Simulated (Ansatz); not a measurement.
# WC (Qusongite) (P-6m2) in Ansatz: further runs

One crystal, WC (Qusongite), is run at these levels: PBE, PBE+U; tasks: relaxation of cell and atoms.

All numbers are computed with Ansatz 0.2.0; they aren't measurements. Logs are shortened: lines on timing, memory, paths and dates and some standing lists are left out, and cuts for length are marked.

## 1. Starting point

Symmetry: P-6m2, No. 187, hexagonal system. Conventional cell: a = 2.907 Å, b = 2.907 Å, c = 2.837 Å, α = 90.00°, β = 90.00°, γ = 120.00°. W (site symmetry -6m2) is surrounded by 6 C at 2.20 Å. C (site symmetry -6m2) is surrounded by 6 W at 2.20 Å.

## 2. Relaxation of cell and atoms, PBE

File input.yaml:

```yaml
crystal:
  lattice:
    - [2.9065, 0.0, 0.0]
    - [-1.45325, 2.5171028361, 0.0]
    - [0.0, 0.0, 2.8366]
  atoms:
    - { symbol: W, position: [0.0, 0.0, 0.0] }
    - { symbol: C, position: [0.6666666667, 0.3333333333, 0.5] }
hamiltonian:
  xc: pbe
  pseudopotentials: { kind: paw }
kpoints:
  mp_grid: { grid: [10, 10, 9] }
scf:
  occupations: { method: fermi_dirac, width: 0.05 }
output:
  forces: true
  stress: true
  eigenvalues: true
  write_density: true
  write_potential: true
  elf: true
  volumetric_format: npy
relax:
  f_tol: 0.01
  max_steps: 40
  cell: { stress_tol: 0.05 }
```

Potentials or basis: Ansatz PAW.

On the command line:

```sh
$ ansatz run input.yaml --threads 2 --pin off --max-ram 5632MiB --backend cpu --events-out ev --progress --plain --runs-dir out
```

Output:

```text
Warning: RAYON_NUM_THREADS=2 ignored (pool sized by the plan → 2); use --threads N
Engine: ansatz 0.2.0, aarch64-unknown-linux-gnu
Pseudopotentials: kind: paw
Pseudopotential: W, paw, valence charge 14, recommended cutoff 420 eV (normal), W.paw.azcp
Pseudopotential: C, paw, valence charge 4, recommended cutoff 420 eV (normal), C.paw.azcp
Functional definition: PBE
  parameter kappa = 0.804
  parameter beta = 0.06672455060314922
  exchange = pbe_x(kappa = kappa, mu = beta*pi^2/3)
  correlation = pbe_c(beta = beta)
Crystal: 2 atoms, lattice volume = 20.752 Å³
Basis set: ecut = 420 eV, 405 PW (Γ), exchange–correlation on 40×40×40 points (8 copies of the dense FFT grid, shifted against one another)
Bands: 13, of which v1, the nominal top of the filled ones, is band 9 counted from 1 (8 counted from 0)
Symmetry: 12 space group operations
Space group: P-6m2 (ITA 187), of the structure as read, at distance tolerance 2.7e-5 Å
k-points: 70 of 900 (time reversal used)
Non-local potential: W, projectors of the file, l = 0: 3, l = 1: 2, l = 2: 2, l = 3: 1
Non-local potential: C, projectors of the file, l = 0: 2, l = 1: 2, l = 2: 1
PAW form: soft (Blöchl's): semilocal exchange-correlation on the pseudo side does not see the compensation charge
PAW one-centre angular grid: W, 590 points (default); XC on 64 Gauss nodes
PAW one-centre angular grid: C, 110 points (default); XC on 64 Gauss nodes
Initial density: superposition of atomic densities (neutral atoms: chi_scale 0, normalization atom), corrected by the library's trained network
Initial wavefunctions: pseudopotential atomic-orbital guess
Functional: x = pbe(κ = 0.804, μ = 0.2195149727645171), c = pbe(β = 0.06672455060314922)
SCF iter   1: F=—  HF=-10636.055206 eV  |F-HF|=—  |Δ(HF+E_count)|=         —  Δρ=7.09e-3  dr2=2.36e-3  ethr=1.77e-3  ⟨swp⟩=5.8  Hψ=4557  notcnv=0
preconditioner: auto → none  [metal: Δε(μ)=0.105 eV  Ē_g=10.095 eV  σ=0.050 eV  W_gap=0.43  n_scr=8 (ndim 8)  ℏωp=25.8 eV  f_vac=0.000  D(μ)=0.25/eV (n_scr^D=0)  sad-step TF]
SCF iter   2: F=—  HF=-10636.057822 eV  |F-HF|=—  |Δ(HF+E_count)|=   2.62e-3  Δρ=4.13e-3  dr2=8.43e-4  ethr=1.31e-5  ⟨swp⟩=2.0  Hψ=1760  notcnv=0
SCF iter   3: F=—  HF=-10636.058880 eV  |F-HF|=—  |Δ(HF+E_count)|=   1.06e-3  Δρ=3.80e-4  dr2=2.58e-5  ethr=4.68e-6  ⟨swp⟩=2.2  Hψ=1347  notcnv=0
SCF iter   4: F=—  HF=-10636.058869 eV  |F-HF|=—  |Δ(HF+E_count)|=   1.00e-5  Δρ=1.35e-4  dr2=2.12e-6  ethr=1.43e-7  ⟨swp⟩=2.6  Hψ=1527  notcnv=0
iter 5 did not close the SCF: its close was put off for the readings that it lacked (scf_convergence_deferred on its scf_iter line)
SCF iter   5: F=-10636.058870 eV  HF=-10636.058870 eV  |F-HF|=6.47e-8  |Δ(HF+E_count)|=   3.64e-7  Δρ=2.46e-5  dr2=9.68e-8  ethr=1.18e-8  ⟨swp⟩=2.0  Hψ=1469  notcnv=0
SCF iter   6: F=-10636.058870 eV  HF=-10636.058870 eV  |F-HF|=3.37e-9  |Δ(HF+E_count)|=   3.32e-8  Δρ=5.56e-6  dr2=5.42e-9  ethr=5.38e-10  ⟨swp⟩=6.0  Hψ=5248  notcnv=0
SCF 1 converged in 6 iterations: F = -10636.058870 eV  dr2 = 5.42e-9
relax step   1: F+E_penalty+E_count = -10636.05886980 eV  Δ(F+E_penalty+E_count) = +0.000e0 eV  max|allowed force component| = 1.249e-16 eV/Å  Δτ_max = 0.0000 Å  P = +5.604 GPa  Ω = 20.752 Å³  (6 SCF iters, dr2 threshold 1.00e-7 eV, accepted)
Crystal: 2 atoms, lattice volume = 21.243 Å³
Initial density: handed on by an earlier stage of this run
Initial wavefunctions: those handed on with the density
iter 1 solved again at ethr=2.59e-5 eV; its pass at ethr=3.10e-3 eV (dr2=4.66e-3 eV) is discarded
SCF iter   1: F=—  HF=-10636.059932 eV  |F-HF|=—  |Δ(HF+E_count)|=         —  Δρ=4.54e-3  dr2=4.90e-3  ethr=2.59e-5  ⟨swp⟩=1.1  Hψ=5715  notcnv=0
preconditioner: auto → none  [metal: Δε(μ)=0.109 eV  Ē_g=9.878 eV  σ=0.050 eV  W_gap=0.42  n_scr=8 (ndim 8)  ℏωp=25.5 eV  f_vac=0.000  D(μ)=0.24/eV (n_scr^D=0)]
SCF iter   2: F=—  HF=-10636.058918 eV  |F-HF|=—  |Δ(HF+E_count)|=   1.01e-3  Δρ=1.77e-3  dr2=7.80e-4  ethr=2.59e-5  ⟨swp⟩=1.9  Hψ=1146  notcnv=0
SCF iter   3: F=—  HF=-10636.058756 eV  |F-HF|=—  |Δ(HF+E_count)|=   1.62e-4  Δρ=2.21e-4  dr2=7.00e-6  ethr=4.33e-6  ⟨swp⟩=2.1  Hψ=1140  notcnv=0
SCF iter   4: F=—  HF=-10636.058751 eV  |F-HF|=—  |Δ(HF+E_count)|=   4.81e-6  Δρ=3.78e-5  dr2=1.27e-7  ethr=3.89e-8  ⟨swp⟩=2.3  Hψ=1221  notcnv=0
iter 5 did not close the SCF: its close was put off for the readings that it lacked (scf_convergence_deferred on its scf_iter line)
SCF iter   5: F=-10636.058751 eV  HF=-10636.058751 eV  |F-HF|=1.55e-10  |Δ(HF+E_count)|=   6.46e-8  Δρ=3.79e-6  dr2=1.15e-9  ethr=7.08e-10  ⟨swp⟩=2.7  Hψ=1462  notcnv=0
[... 21 lines left out ...]
iter 3 did not close the SCF: its close was put off for the readings that it lacked (scf_convergence_deferred on its scf_iter line)
SCF iter   3: F=-10636.063508 eV  HF=-10636.063508 eV  |F-HF|=1.19e-9  |Δ(HF+E_count)|=   9.67e-8  Δρ=4.71e-6  dr2=3.29e-9  ethr=2.40e-9  ⟨swp⟩=2.1  Hψ=1136  notcnv=0
iter 4 did not close the SCF: its close was put off for the readings that it lacked (scf_convergence_deferred on its scf_iter line)
SCF iter   4: F=-10636.063508 eV  HF=-10636.063508 eV  |F-HF|=9.09e-12  |Δ(HF+E_count)|=  1.38e-10  Δρ=9.52e-7  dr2=8.55e-11  ethr=1.83e-11  ⟨swp⟩=2.3  Hψ=1276  notcnv=0
iter 5 did not close the SCF: its close was put off for the readings that it lacked (scf_convergence_deferred on its scf_iter line)
SCF iter   5: F=-10636.063508 eV  HF=-10636.063508 eV  |F-HF|=0.00e0  |Δ(HF+E_count)|=  3.46e-11  Δρ=8.32e-8  dr2=5.28e-13  ethr=1.00e-12  ⟨swp⟩=1.8  Hψ=1171  notcnv=0
SCF iter   6: F=-10636.063508 eV  HF=-10636.063508 eV  |F-HF|=3.64e-12  |Δ(HF+E_count)|=  5.46e-12  Δρ=1.27e-8  dr2=1.83e-14  ethr=1.00e-12  ⟨swp⟩=4.1  Hψ=3584  notcnv=0
SCF 4 converged in 6 iterations: F = -10636.063508 eV  dr2 = 1.83e-14
relax step   4: F+E_penalty+E_count = -10636.06350775 eV  Δ(F+E_penalty+E_count) = -2.330e-5 eV  max|allowed force component| = 1.388e-16 eV/Å  Δτ_max = 0.0000 Å  P = -0.004 GPa  Ω = 21.050 Å³  energy of the carried Pulay correction = -5.738e-4 eV  (6 SCF iters, dr2 threshold 2.00e-7 eV, accepted)
Initial wavefunctions: pseudopotential atomic-orbital guess (no wavefunctions were taken with the density)
iter 1 solved again at ethr=6.77e-8 eV; its pass at ethr=3.10e-3 eV (dr2=1.22e-5 eV) is discarded
SCF iter   1: F=—  HF=-10636.064079 eV  |F-HF|=—  |Δ(HF+E_count)|=         —  Δρ=1.30e-4  dr2=2.18e-7  ethr=6.77e-8  ⟨swp⟩=3.1  Hψ=7159  notcnv=0
SCF iter   2: F=—  HF=-10636.064081 eV  |F-HF|=—  |Δ(HF+E_count)|=   1.20e-6  Δρ=6.46e-5  dr2=4.49e-8  ethr=1.21e-9  ⟨swp⟩=2.4  Hψ=1265  notcnv=0
SCF iter   3: F=—  HF=-10636.064082 eV  |F-HF|=—  |Δ(HF+E_count)|=   1.53e-6  Δρ=4.01e-6  dr2=2.92e-10  ethr=2.50e-10  ⟨swp⟩=2.1  Hψ=1273  notcnv=0
iter 4 did not close the SCF: its close was put off for the readings that it lacked (scf_convergence_deferred on its scf_iter line)
SCF iter   4: F=-10636.064082 eV  HF=-10636.064082 eV  |F-HF|=1.82e-12  |Δ(HF+E_count)|=   5.23e-9  Δρ=1.88e-7  dr2=5.97e-12  ethr=1.62e-12  ⟨swp⟩=2.3  Hψ=1354  notcnv=0
iter 5 did not close the SCF: its close was put off for the readings that it lacked (scf_convergence_deferred on its scf_iter line)
SCF iter   5: F=-10636.064082 eV  HF=-10636.064082 eV  |F-HF|=0.00e0  |Δ(HF+E_count)|=    0.00e0  Δρ=4.99e-8  dr2=2.53e-13  ethr=1.00e-12  ⟨swp⟩=1.0  Hψ=910  notcnv=0
iter 6 did not close the SCF: its close was put off for the readings that it lacked (scf_convergence_deferred on its scf_iter line)
SCF iter   6: F=-10636.064082 eV  HF=-10636.064082 eV  |F-HF|=9.09e-12  |Δ(HF+E_count)|=  1.82e-12  Δρ=8.87e-9  dr2=5.97e-15  ethr=1.00e-12  ⟨swp⟩=1.0  Hψ=910  notcnv=0
iter 7 did not close the SCF: its close was put off for the readings that it lacked (scf_convergence_deferred on its scf_iter line)
SCF iter   7: F=-10636.064082 eV  HF=-10636.064082 eV  |F-HF|=1.82e-12  |Δ(HF+E_count)|=  3.64e-12  Δρ=1.78e-9  dr2=4.26e-16  ethr=1.00e-12  ⟨swp⟩=1.0  Hψ=910  notcnv=0
SCF iter   8: F=-10636.064082 eV  HF=-10636.064082 eV  |F-HF|=7.28e-12  |Δ(HF+E_count)|=  1.82e-12  Δρ=3.83e-10  dr2=8.76e-18  ethr=1.00e-12  ⟨swp⟩=2.7  Hψ=2538  notcnv=0
SCF 5 converged in 8 iterations: F = -10636.064082 eV  dr2 = 8.76e-18
relax step   5: F+E_penalty+E_count = -10636.06408205 eV  Δ(F+E_penalty+E_count) = -5.743e-4 eV  max|allowed force component| = 1.110e-16 eV/Å  Δτ_max = 0.0000 Å  P = +0.024 GPa  Ω = 21.050 Å³  stress off target by 3.28e-2 GPa  SCF on the basis re-selected at this cell (its energy is not comparable with the rows above)  (8 SCF iters)
basis re-selected at this cell: Δ(F+E_penalty+E_count) = -5.743e-4 eV, ΔP = +0.028 GPa vs the last step (what re-selecting the basis moved, of the pressure what is left beyond the Pulay correction that the steps carried, after the strain that the cell walked since its last selection, with what the two solves' SCF thresholds leave and, on support functions, any second-order correction that the steps lacked; it is no measure of the basis error at this ecutwfc). This SCF's stress stands 3.28e-2 GPa from its target on what of the cell is left free (relax.cell.stress_tol is 5.00e-2 GPa) and its largest allowed force component is 1.11e-16 eV/Å (relax.f_tol is 1.00e-2 eV/Å): within both
SCF converged after 8 iterations
Free energy (F): -10636.064082 eV
Harris-Foulkes:  -10636.064082 eV  (|F-HF|=7.28e-12)
Internal energy: -10636.062207 eV  (E = F + TS)
E sigma→0 (E₀):  -10636.063144 eV
Entropy (-TS):   -0.001875 eV (-0.938 meV/atom)
Fermi energy:    20.248148 eV
--- Per-component energies (eV) ---
  E_band       = -64.123736
  E_kinetic    = 540.749647
  E_local      = -675.126022  (includes V_loc(G=0)·N_el)
  E_nonlocal   = 25.360435
  E_hartree    = 237.894579
  E_xc         = -316.190022
  E_vxc        = -299.964613  (∫ρ·V_xc dr)
  E_paw        = -8661.049974  (= ΣΔE_a)
  E_vpaw       = -130.932285  (= ΣTr[D̂ρ^β])
  E_aug_tail   = -0.000056  (compensation charges beyond the density's cutoff)
  E_ewald      = -1787.700794
  E_smearing   = -0.001875  (= −TS)
  E_closure    = 0.000000  (closes the sum)
  Σ components = -10636.064082   (vs F -10636.064082, Δ=0.00e0)
--- Forces (eV/Å), atoms counted from 1 ---
  atom   1  W      0.00000000     0.00000000    -0.00000000
  atom   2  C      0.00000000     0.00000000    -0.00000000
  max |Σ_I F_I| component: 3.70e-16 eV/Å
--- Stress (GPa, compression-positive) ---
        0.032767       0.000000       0.000000
       -0.000000       0.032767       0.000000
        0.000000       0.000000       0.007630
  P = ⅓ Tr σ = 0.0244 GPa (0.244 kbar)
--- Band table (eV; the first three rows and the last of 70) ---
  k-point 0: bands = ["-53.7078", "-17.7237", "-17.6282", "-17.6282", "5.9114", "16.0215", "16.9548", "16.9548", "20.3512", "23.4234", "23.4234", "25.7925", "25.7925"]
  k-point 1: bands = ["-53.7032", "-17.8116", "-17.6206", "-17.6206", "6.2056", "15.8457", "17.0890", "17.0890", "20.3424", "22.5312", "22.5312", "26.2563", "26.2563"]
  k-point 2: bands = ["-53.6916", "-18.0289", "-17.6013", "-17.6013", "7.0283", "15.0202", "17.4559", "17.4559", "20.9082", "21.1703", "21.1703", "26.2666", "26.2666"]
  k-point 69: bands = ["-53.6109", "-18.2427", "-18.1387", "-17.9931", "9.3669", "13.3511", "14.8735", "18.3589", "19.5259", "24.6153", "26.4008", "27.2114", "29.5908"]
--- Relaxed structure (4 steps of the walk, 4 accepted, 1 SCFs on fresh bases) ---
  F+E_penalty+E_count = -10636.06408205 eV   max|allowed force component| = 1.110e-16 eV/Å   (the final SCF, on the basis selected at the relaxed cell)
  cell:  # Å, volume = 21.0495 Å³
    - [2.922570988504943, 1.7842381466334982e-18, 1.6974869281822008e-34]
    - [-1.4612854942524716, 2.531020720408679, 1.209350059265815e-34]
    - [2.981993654521254e-34, 2.319328397960975e-34, 2.84564806222405]
  atoms:
    - { symbol: W, position: [-3.700743415524894e-17, -1.0201834250424587e-34, 0.0] }
    - { symbol: C, position: [0.6666666666666665, 0.33333333333333326, 0.5] }
```

Run time: 6.8 s. Hardware: 2 threads of Arm Neoverse V1, shared host; peak memory 0.31 GiB.

Results:

```
Free energy                            : -10636.0641 eV
Relaxed volume                         : 10.52 Å³/atom
Relaxed cell                           : a = 2.923 Å, b = 2.923 Å, c = 2.846 Å, α = 90.00°, β = 90.00°, γ = 120.00°
Space group after relaxing (to 0.05 Å) : P-6m2 (No. 187)
Energy gained by relaxing              : 2.6 meV/atom
Ionic steps                            : 5
Pressure after relaxing                : 0.0 GPa
Band gap on the k mesh                 : none (metal or under the smearing width)
```

The path:
```csv
step,energy change (eV),largest force (eV/Å),volume (Å³)
1,0.0000,0.0000,20.75
2,0.0001,0.0000,21.24
3,-0.0046,0.0000,21.06
4,-0.0046,0.0000,21.05
5,-0.0052,0.0000,21.05
```

Final structure:
```yaml
crystal:
  lattice:
    - [2.92257, 0.00000, 0.00000]
    - [-1.46129, 2.53102, 0.00000]
    - [0.00000, 0.00000, 2.84565]
  atoms:
    - { symbol: W, position: [0.00000, 0.00000, 0.00000] }
    - { symbol: C, position: [0.66667, 0.33333, 0.50000] }
```

Levels at points of the mesh, in eV from the Fermi level:
| k point | band 6 | band 7 | band 8 | band 9 | band 10 | band 11 | band 12 | band 13 |
| --- | --- | --- | --- | --- | --- | --- | --- | --- |
| (0.00, 0.00, 0.00) | -4.23 | -3.29 | -3.29 | 0.10 | 3.18 | 3.18 | 5.54 | 5.54 |
| (0.00, -0.50, 0.00) | -6.96 | -3.54 | -3.50 | -0.47 | 2.31 | 4.44 | 4.76 | 6.79 |

Caveat: the plane-wave basis is chosen anew once the cell has moved, so the energies of steps on either side of that aren't comparable; the pressure holds a Pulay correction of +0.3 GPa for the finite cutoff. The run has no spin-orbit coupling, so splittings on W are missing.

## 3. Relaxation of cell and atoms, PBE+U

input.yaml, as its differences from that of step 2:

```diff
@@ -11,2 +11,3 @@
   pseudopotentials: { kind: paw }
+  hubbard: { sites: [{ species: W, l: d, u_eff: 1.0 }] }
 kpoints:
```

Potentials or basis: Ansatz PAW.

On the command line:

```sh
$ ansatz run input.yaml --threads 2 --pin off --max-ram 5632MiB --backend cpu --events-out ev --progress --plain --runs-dir out
```

Run time: 9.6 s. Hardware: 2 threads of Arm Neoverse V1, shared host; peak memory 0.31 GiB.

The run converged. Its results:

| Quantity | Value |
| --- | --- |
| Free energy | -10634.8262 eV |
| Relaxed volume | 10.53 Å³/atom |
| Relaxed cell | a = 2.923 Å, b = 2.923 Å, c = 2.845 Å, α = 90.00°, β = 90.00°, γ = 120.00° |
| Space group after relaxing (to 0.05 Å) | P-6m2 (No. 187) |
| Energy gained by relaxing | 2.7 meV/atom |
| Ionic steps | 5 |
| Pressure after relaxing | 0.0 GPa |
| Band gap on the k mesh | none (metal or under the smearing width) |

The path:
```csv
step,energy change (eV),largest force (eV/Å),volume (Å³)
1,0.0000,0.0000,20.75
2,0.0004,0.0000,21.26
3,-0.0049,0.0000,21.06
4,-0.0049,0.0000,21.06
5,-0.0055,0.0000,21.06
```

Final structure:
```
CELL_PARAMETERS angstrom
2.92317 0.00000 0.00000
-1.46159 2.53154 0.00000
0.00000 0.00000 2.84544
ATOMIC_POSITIONS crystal
W 0.00000 0.00000 0.00000
C 0.66667 0.33333 0.50000
```

Levels at points of the mesh, in eV from the Fermi level:
```csv
k point,band 6,band 7,band 8,band 9,band 10,band 11,band 12,band 13
"(0.00, 0.00, 0.00)",-4.27,-3.30,-3.30,0.10,3.22,3.22,5.54,5.54
"(0.00, -0.50, 0.00)",-6.98,-3.53,-3.50,-0.48,2.36,4.41,4.73,6.81
```

Eigenvalues of the final occupation matrices:
```
  site  spin  trace               eigenvalues
site 1     1   2.35  0.42 0.42 0.49 0.49 0.52
```

Caveat: the plane-wave basis is chosen anew once the cell has moved, so the energies of steps on either side of that aren't comparable; the pressure holds a Pulay correction of +0.3 GPa for the finite cutoff; U without spin polarisation on a metal has little footing; the U is typed as a test and isn't derived for this compound. Zero-point motion and thermal expansion aren't in these numbers.
